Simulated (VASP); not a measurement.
# TiTe2 (P-3m1) in VASP: a series of runs

Runs on TiTe2. Level: LDA. Tasks: equation of state.

Program: VASP 6.6.1. These are calculated values, not measurements. Logs are shortened: lines on timing, memory, paths and dates and some standing lists are left out, and cuts for length are marked.

**1. Starting point**

The structure is trigonal, space group P-3m1 (No. 164). Conventional cell: a = 3.678 Å, b = 3.678 Å, c = 6.304 Å, α = 90.00°, β = 90.00°, γ = 120.00°. Around Te (site symmetry 3m) lie 3 Ti at 2.72 Å. Ti (site symmetry -3m) is surrounded by 6 Te at 2.72 Å.

**2. Equation of state, LDA, 23.63 Å³/atom (a relaxed cell with its volume scaled by 0.96)**

The input, INCAR:

```
ALGO = Normal ; EDIFF = 1E-6
ENCUT = 520 ; GGA = CA
ISIF = 2 ; ISMEAR = -1
LASPH = T ; LCHARG = F
LREAL = F ; LWAVE = F
NELM = 60 ; PREC = Accurate
SIGMA = 0.05
```

The input, KPOINTS:

```
k-points
0
Gamma
  8 8 4
```

The input, POSCAR:

```
TiTe2                                   
1.0
    3.6279509819      0.0000000000     -0.0000000000
   -1.8139754909      3.1418977140      0.0000000000
    0.0000000000     -0.0000000000      6.2188183202
  Te              Ti            
     2     1
Direct
     0.3333333332999970    0.6666666667000030    0.7299091818207230
     0.6666666667000030    0.3333333332999970    0.2700908181792771
     0.0000000000000000    0.0000000000000000    0.0000000000000000
```

Potentials or basis: VASP PAW LDA potentials, release 64 (Te, Ti_sv).

On the command line:

```
> cat potpaw_LDA.64/Te/POTCAR potpaw_LDA.64/Ti_sv/POTCAR > POTCAR
> mpirun -np 1 vasp_std > vasp.out
```

OUTCAR:

```text
EDIFF = 1E-6
   ENCUT = 520
   GGA = CA
   ISIF = 2
   ISMEAR = -1
   LASPH = T
   LREAL = F
   NELM = 60
   PREC = Accurate

 ion  position               nearest neighbor table
   1  0.333  0.667  0.730-   3 2.68   3 2.68   3 2.68   2 3.54   2 3.54   2 3.54
   2  0.667  0.333  0.270-   3 2.68   3 2.68   3 2.68   1 3.54   1 3.54   1 3.54
   3  0.000  0.000  0.000-   1 2.68   2 2.68   1 2.68   2 2.68   2 2.68   1 2.68

  LATTYP: Found a hexagonal cell.
 ALAT       =     3.6279509819
 C/A-ratio  =     1.7141406682

  Lattice vectors:

 A1 = (   3.6279509819,   0.0000000000,   0.0000000000)
 A2 = (  -1.8139754909,   3.1418977140,   0.0000000000)
 A3 = (   0.0000000000,   0.0000000000,   6.2188183202)

Analysis of symmetry for initial positions (statically):
=====================================================================
 Subroutine PRICEL returns:
 Original cell was already a primitive cell.

 Routine SETGRP: Setting up the symmetry group for a
 hexagonal supercell.

 Subroutine GETGRP returns: Found 12 space group operations
 (whereof 12 operations were pure point group operations)
 out of a pool of 24 trial point group operations.

The static configuration has the point symmetry D_3d.

Analysis of symmetry for dynamics (positions and initial velocities):
=====================================================================
 Subroutine PRICEL returns:
 Original cell was already a primitive cell.

 Routine SETGRP: Setting up the symmetry group for a
 hexagonal supercell.

 Subroutine GETGRP returns: Found 12 space group operations
 (whereof 12 operations were pure point group operations)
 out of a pool of 24 trial point group operations.

The dynamic configuration has the point symmetry D_3d.

 Subroutine INISYM returns: Found 12 space group operations
 (whereof 12 operations are pure point group operations),
 and found     1 'primitive' translations

----------------------------------------------------------------------------------------

                                     Primitive cell

  volume of cell :      70.8861

  direct lattice vectors                    reciprocal lattice vectors
     3.627950982  0.000000000  0.000000000     0.275637682  0.159139490  0.000000000
    -1.813975491  3.141897714  0.000000000     0.000000000  0.318278980  0.000000000
[... 81 lines left out ...]
   ISPIN  =      1    spin polarized calculation?
   LNONCOLLINEAR =      F non collinear calculations
   LSORBIT =      F    spin-orbit coupling
   LASPH  =      T    aspherical Exc in radial PAW
   ENCUT  =  520.0 eV  38.22 Ry    6.18 a.u.   6.75  6.75 11.56*2*pi/ulx,y,z
   NELM   =     60;   NELMIN=  2; NELMDL= -5     # of ELM steps
   EDIFF  = 0.1E-05   stopping-criterion for ELM
   LREAL  =      F    real-space projection
   EDIFFG = 0.1E-04   stopping-criterion for IOM
   NSW    =      0    number of steps for IOM
   IBRION =     -1    ionic relax: 0-MD 1-quasi-New 2-CG
   NFREE  =      0    steps in history (QN), initial steepest desc. (CG)
   ISIF   =      2    stress and relaxation
   ISYM   =      2    0-nonsym 1-usesym 2-fastsym
   POTIM  = 0.5000    time-step for ionic-motion
   TEBEG  =    0.0;   TEEND  =   0.0 temperature during run
   PSTRESS=    0.0 pullay stress
   NELECT =      24.0000    total number of electrons
   NUPDOWN=      -1.0000    fix difference up-down
   EMIN   =  10.00;   EMAX   =-10.00  energy-range for DOS
   EFERMI =   0.00;   METHOD = LEGACY
   ISMEAR =    -1;   SIGMA  =   0.05  broadening in eV -4-tet -1-fermi 0-gaus
   EFERMI_NEDOS =   21; number of points for ismear=-14 and -15
   IALGO  =     38    algorithm
   IMIX   =      4    mixing-type and parameters
     AMIX     =   0.40;   BMIX     =  1.00
     AMIX_MAG =   1.60;   BMIX_MAG =  1.00
  volume/ion in A,a.u.               =      23.63       159.45
  Fermi-wavevector in a.u.,A,eV,Ry     =   1.141015  2.156206 17.713642  1.301916
  Thomas-Fermi vector in A             =   2.277716
   LORBIT       =      0    0 simple, 1 ext, 2 COOP (PROOUT), +10 PAW based schemes
   GGA     = CA    functional components
   LHFCALC =     F    Hartree Fock is set to
   AEXX    =    0.0000 exact exchange contribution
   IVDW    =     0    specifies the selected vdW correction
   LEPSILON=     F    determine dielectric tensor
   LRPA    =     F    only Hartree local field effects (RPA)
 non-spin polarized calculation
  energy-cutoff  :      520.00
  volume of cell :       70.89
 maximum number of plane-waves:      1928
 NGX is ok and might be reduce to    28
   NGX = 13   NGY = 13   NGZ = 23

 number of electron      24.0000000 magnetization

 Free energy of the ion-electron system (eV)
  ---------------------------------------------------
  ext. energy  EPLUGINS =         0.00000000
  ---------------------------------------------------
  free energy    TOTEN  =       -18.32473381 eV

  energy without entropy =      -18.31320778  energy(sigma->0) =      -18.31897080

 E-fermi :   8.2168     XC(G=0): -10.6727

 val. band max:        8.1951138645   @ k =   0.5000   0.0000   0.0000
 cond. band min:       8.2321125841   @ k =   0.1250   0.0000   0.0000
 fundamental gap:      0.0369987197
 Fermi energy:         8.2168388640

 k-point     1 :       0.0000    0.0000    0.0000
  band No.  band energies     occupation
      1     -48.2464      2.00000
      2     -24.9083      2.00000
      3     -24.9083      2.00000
      4     -24.9070      2.00000
      5      -4.9195      2.00000
      6      -2.9799      2.00000
[... 433 lines left out ...]
      3     -24.9394      2.00000
      4     -24.8882      2.00000
      5      -2.8615      2.00000
      6      -2.3549      2.00000
[... 8 lines left out ...]
     15       9.8091      0.00000
     16      10.5738      0.00000

 [... further k-points ...]
[... 5 lines left out ...]
  --------------------------------------------------------------------------------------
  -------------------------------------------------------------------------------------
  Total        1.3750965      1.3750965      1.5296890      0.0000000      0.0000000      0.0000000
  in kB       31.0801017     31.0801017     34.5742204      0.0000000      0.0000000      0.0000000
  external PRESSURE =      32.2448079 kB  Pullay stress =       0.0000000 kB

 VOLUME and BASIS-vectors are now :
 -----------------------------------------------------------------------------
  energy-cutoff  :      520.00
  volume of cell :       70.89
      direct lattice vectors                 reciprocal lattice vectors
     3.627950982  0.000000000  0.000000000     0.275637682  0.159139490  0.000000000
    -1.813975491  3.141897714  0.000000000     0.000000000  0.318278980  0.000000000
     0.000000000  0.000000000  6.218818320     0.000000000  0.000000000  0.160802254

 POSITION                                       TOTAL-FORCE (eV/Angst)
 -----------------------------------------------------------------------------------
     -0.00000      2.09460      4.53917         0.000000     -0.000000     -0.357803
      1.81398      1.04730      1.67965        -0.000000      0.000000      0.357803
      0.00000      0.00000      0.00000        -0.000000      0.000000      0.000000
 -----------------------------------------------------------------------------------
    total drift:                                0.000000      0.000000     -0.000000

  FREE ENERGIE OF THE ION-ELECTRON SYSTEM (eV)
  ---------------------------------------------------
  free  energy   TOTEN  =       -18.3247338097 eV

  energy  without entropy=      -18.3132077819  energy(sigma->0) =      -18.31897080
```

OSZICAR:

```text
N       E                     dE             d eps       ncg     rms          rms(c)
DAV:   1     0.179010013545E+03    0.17901E+03   -0.11212E+04  1120   0.143E+03
DAV:   2    -0.375106465021E+01   -0.18276E+03   -0.18090E+03  1248   0.347E+02
DAV:   3    -0.196311903898E+02   -0.15880E+02   -0.15191E+02  1880   0.904E+01
DAV:   4    -0.200396833880E+02   -0.40849E+00   -0.40736E+00  1376   0.150E+01
DAV:   5    -0.200572343184E+02   -0.17551E-01   -0.17549E-01  1784   0.275E+00    0.129E+01
DAV:   6    -0.198086592521E+02    0.24858E+00   -0.35118E+01  1504   0.407E+01    0.110E+01
DAV:   7    -0.184980318744E+02    0.13106E+01   -0.21996E+01  1520   0.300E+01    0.479E+00
DAV:   8    -0.183256515792E+02    0.17238E+00   -0.13540E+00  1408   0.888E+00    0.169E+00
DAV:   9    -0.183300594076E+02   -0.44078E-02   -0.74167E-02  1528   0.184E+00    0.100E+00
DAV:  10    -0.183265301475E+02    0.35293E-02   -0.10862E-01  1416   0.266E+00    0.572E-01
DAV:  11    -0.183247496922E+02    0.17805E-02   -0.16133E-02  1440   0.964E-01    0.243E-01
DAV:  12    -0.183247391304E+02    0.10562E-04   -0.42574E-04  1392   0.153E-01    0.137E-01
DAV:  13    -0.183247328222E+02    0.63082E-05   -0.29342E-05  1496   0.467E-02    0.343E-02
DAV:  14    -0.183247338097E+02   -0.98751E-06   -0.19180E-06   920   0.128E-02
   1 F= -.18324734E+02 E0= -.18318971E+02  d E =-.115260E-01
```

Wall time 35 s (1 thread of Intel Xeon Platinum 8488C (Sapphire Rapids), shared host); peak memory 0.18 GiB.

What came out:

| Property | Result |
| --- | --- |
| Free energy | -18.3247 eV |
| Pressure | 3.2 GPa |
| Largest force | 0.358 eV/Å |
| Band gap on the k mesh | none (metal or under the smearing width) |

**3. Equation of state, LDA, 24.12 Å³/atom (a relaxed cell with its volume scaled by 0.98)**

INCAR is that of step 2.

KPOINTS is that of step 2.

The input, POSCAR:

```
TiTe2                                   
1.0
    3.6529721241      0.0000000000     -0.0000000000
   -1.8264860621      3.1635666588      0.0000000000
    0.0000000000     -0.0000000000      6.2617080777
  Te              Ti            
     2     1
Direct
     0.3333333332999970    0.6666666667000030    0.7299091818207230
     0.6666666667000030    0.3333333332999970    0.2700908181792771
     0.0000000000000000    0.0000000000000000    0.0000000000000000
```

Potentials or basis: VASP PAW LDA potentials, release 64 (Te, Ti_sv).

On the command line:

```
> cat potpaw_LDA.64/Te/POTCAR potpaw_LDA.64/Ti_sv/POTCAR > POTCAR
> mpirun -np 1 vasp_std > vasp.out
```

Run time: 44 s. Hardware: 1 thread of Intel Xeon Platinum 8488C (Sapphire Rapids), shared host; peak memory 0.18 GiB.

Results (log left out):

| Property | Result |
| --- | --- |
| Free energy | -18.3472 eV |
| Pressure | 1.4 GPa |
| Largest force | 0.169 eV/Å |
| Band gap on the k mesh | none (metal or under the smearing width) |

**4. Equation of state, LDA, 24.61 Å³/atom**

INCAR is that of step 3.

KPOINTS is that of step 3.

The input, POSCAR:

```
TiTe2                                   
1.0
    3.6776551170      0.0000000000     -0.0000000000
   -1.8388275585      3.1849427577      0.0000000000
    0.0000000000     -0.0000000000      6.3040181995
  Te              Ti            
     2     1
Direct
     0.3333333332999970    0.6666666667000030    0.7299091818207230
     0.6666666667000030    0.3333333332999970    0.2700908181792771
     0.0000000000000000    0.0000000000000000    0.0000000000000000
```

On the command line:

```
> cat potpaw_LDA.64/Te/POTCAR potpaw_LDA.64/Ti_sv/POTCAR > POTCAR
> mpirun -np 1 vasp_std > vasp.out
```

Wall time 36 s (1 thread of Intel Xeon Platinum 8488C (Sapphire Rapids), shared host); peak memory 0.18 GiB.

It converged, with:

```
Free energy            : -18.3541 eV
Pressure               : -0.2 GPa
Largest force          : 0.007 eV/Å
Band gap on the k mesh : none (metal or under the smearing width)
```

**5. Equation of state, LDA, 25.11 Å³/atom (a relaxed cell with its volume scaled by 1.02)**

INCAR is that of step 4.

KPOINTS is that of step 4.

The input, POSCAR:

```
TiTe2                                   
1.0
    3.7020111587      0.0000000000     -0.0000000000
   -1.8510055793      3.2060357085      0.0000000000
    0.0000000000     -0.0000000000      6.3457678811
  Te              Ti            
     2     1
Direct
     0.3333333332999970    0.6666666667000030    0.7299091818207230
     0.6666666667000030    0.3333333332999970    0.2700908181792771
     0.0000000000000000    0.0000000000000000    0.0000000000000000
```

On the command line:

```
> cat potpaw_LDA.64/Te/POTCAR potpaw_LDA.64/Ti_sv/POTCAR > POTCAR
> mpirun -np 1 vasp_std > vasp.out
```

Run time: 38 s. Hardware: 1 thread of Intel Xeon Platinum 8488C (Sapphire Rapids), shared host; peak memory 0.19 GiB.

The run converged. Its results:

```
Free energy            : -18.3468 eV
Pressure               : -1.7 GPa
Largest force          : 0.172 eV/Å
Band gap on the k mesh : none (metal or under the smearing width)
```

**6. Equation of state, LDA, 25.60 Å³/atom (a relaxed cell with its volume scaled by 1.04)**

INCAR is that of step 5.

KPOINTS is that of step 5.

The input, POSCAR:

```
TiTe2                                   
1.0
    3.7260508658      0.0000000000     -0.0000000000
   -1.8630254329      3.2268547055      0.0000000000
    0.0000000000     -0.0000000000      6.3869753207
  Te              Ti            
     2     1
Direct
     0.3333333332999970    0.6666666667000030    0.7299091818207230
     0.6666666667000030    0.3333333332999970    0.2700908181792771
     0.0000000000000000    0.0000000000000000    0.0000000000000000
```

Potentials or basis: VASP PAW LDA potentials, release 64 (Te, Ti_sv).

On the command line:

```
> cat potpaw_LDA.64/Te/POTCAR potpaw_LDA.64/Ti_sv/POTCAR > POTCAR
> mpirun -np 1 vasp_std > vasp.out
```

Run time: 44 s. Hardware: 1 thread of Intel Xeon Platinum 8488C (Sapphire Rapids), shared host; peak memory 0.18 GiB.

It converged, with:

| Quantity | Value |
| --- | --- |
| Free energy | -18.3269 eV |
| Pressure | -2.8 GPa |
| Largest force | 0.328 eV/Å |
| Band gap on the k mesh | none (metal or under the smearing width) |

**7. Equation of state, LDA**

This step only gathers the single runs of the series.

What came out:

* Equilibrium volume: 24.60 Å³/atom
* Bulk modulus at fixed shape and positions: 77 GPa
* Pressure derivative of the bulk modulus: 4.2 (rough: it moves with the points fitted)

Energy against volume, from the lowest point:
```tsv
volume (Å³/atom)	energy (meV/atom)
23.629	9.78
24.121	2.28
24.613	0.00
25.106	2.41
25.598	9.07
```

Caveat: the cell was scaled at fixed shape and fractional positions, which overstates the stiffness of a crystal with free parameters, most of all of layers and chains. Spin-orbit coupling is left out, which matters for the levels of Te.
